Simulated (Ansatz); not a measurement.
# CdF2: how the settings move a single-point run

Aim: see which settings change the result for CdF2, by how much, and at what cost.

Program: Ansatz 0.2.0. Level of theory: reference: DFT, PBE, all-electron LAPW, scalar-relativistic. These are calculated values, not measurements.

## (1) The system as given

It takes space group Fm-3m (No. 225, cubic). Conventional cell: a = 5.388 Å, b = 5.388 Å, c = 5.388 Å, α = 90.00°, β = 90.00°, γ = 90.00°. Cd (site symmetry m-3m) is surrounded by 8 F at 2.33 Å. F (site symmetry -43m) is surrounded by 4 Cd at 2.33 Å.

Coordinates:

```xyz
3
Lattice="0.0000 2.6940 2.6940 2.6940 0.0000 2.6940 2.6940 2.6940 0.0000" Properties=species:S:1:pos:R:3 pbc="T T T"
Cd    0.0000    0.0000    0.0000
F     1.3470    1.3470    1.3470
F     4.0410    4.0410    4.0410
```

## (2) The reference run

Input file input.yaml:

```yaml
crystal:
  lattice:
    - [0.0, 2.694, 2.694]
    - [2.694, 0.0, 2.694]
    - [2.694, 2.694, 0.0]
  atoms:
    - { symbol: Cd, position: [0.0, 0.0, 0.0] }
    - { symbol: F, position: [0.25, 0.25, 0.25] }
    - { symbol: F, position: [0.75, 0.75, 0.75] }
kpoints:
  mp_grid: { grid: [8, 8, 8] }
  band_path:
    path:
      - [0.0, 0.0, 0.0]
      - [0.5, 0.0, 0.5]
      - [0.625, 0.25, 0.625]
      - [0.375, 0.375, 0.75]
      - [0.0, 0.0, 0.0]
      - [0.5, 0.5, 0.5]
      - [0.5, 0.25, 0.75]
      - [0.5, 0.0, 0.5]
    npoints: 14
scf:
  occupations: { method: fermi_dirac, width: 0.02 }
hamiltonian:
  xc: pbe
  pseudopotentials: { kind: all_electron, lapw: { basis_error: 0.001 } }
output:
  forces: true
  stress: true
  eigenvalues: true
  populations: true
  dos: { projected: true, de: 0.2, e_range: [-14, 8] }
```

Run with:

```
$ ansatz run input.yaml --threads 1 --pin off --max-ram 3072MiB --backend cpu --events-out ev --progress --plain --runs-dir out
```

## (3) Changed: occupations.method tetrahedron_uncorrected, n_extra_bands 1, preconditioner local_kerker, width left out

Changes to input.yaml since step 2:

```diff
@@ -23,3 +23,5 @@
 scf:
-  occupations: { method: fermi_dirac, width: 0.02 }
+  occupations: { method: tetrahedron_uncorrected }
+  n_extra_bands: 1
+  mixing: { preconditioner: local_kerker }
 hamiltonian:
@@ -32,2 +34 @@
   populations: true
-  dos: { projected: true, de: 0.2, e_range: [-14, 8] }
```

## (4) Variant: lower_state_search off, xc pbesol

Changes to input.yaml since step 2:

```diff
@@ -24,4 +24,5 @@
   occupations: { method: fermi_dirac, width: 0.02 }
+  lower_state_search: "off"
 hamiltonian:
-  xc: pbe
+  xc: pbesol
   pseudopotentials: { kind: all_electron, lapw: { basis_error: 0.001 } }
@@ -32,2 +33 @@
   populations: true
-  dos: { projected: true, de: 0.2, e_range: [-14, 8] }
```

What does the calculation give? Wanted: for each run, ending; energy change; pressure; gap; force.

As calculated:

```tsv
run	ending	energy change	pressure (GPa)	gap (eV)	force (eV/Å)	cycles	time
reference	converged	0	5.4	3.09	0.00	9	24 s
1: occupations.method tetrahedron_uncorrected, n_extra_bands 1, preconditioner local_kerker, width left out	converged	0.0 meV/atom (σ→0)	5.4	3.09	0.00	9	21 s
2: lower_state_search off, xc pbesol	converged	not comparable	-0.2	2.93	0.00	8	24 s
```

Times don't compare one to one where runs were asked for different outputs or read a saved state (see the inputs); cycles may leave out searches for a lower state.

Residual by cycle in the longest SCF loop of each run; runs are numbered as in the table. The quantity is the density residual dr2, in eV.

```tsv
cycle	reference	run 1	run 2
1	2.11	2.11	1.97
2	0.0199	0.213	0.0217
3	0.0746	0.294	0.0702
4	1.7e-4	0.0203	1.6e-4
5	7.8e-5	0.0037	5.5e-5
6	5.7e-5	4.5e-4	4.2e-5
7	4.3e-6	4.8e-5	2.9e-6
8	8.7e-8	1.8e-6	5.4e-8
9	4.7e-10	3.6e-8	-
```

«occupations.method tetrahedron_uncorrected, n_extra_bands 1, preconditioner local_kerker, width left out» leaves the energy as it was. The pressure spans -0.2 to 5.4 GPa over the reference and the converged variants. The gap spans 2.93 to 3.09 eV over the reference and the converged variants.

The gaps are Kohn-Sham values of a semilocal functional, not quasiparticle or optical gaps. Such gaps usually fall short of the measured ones.
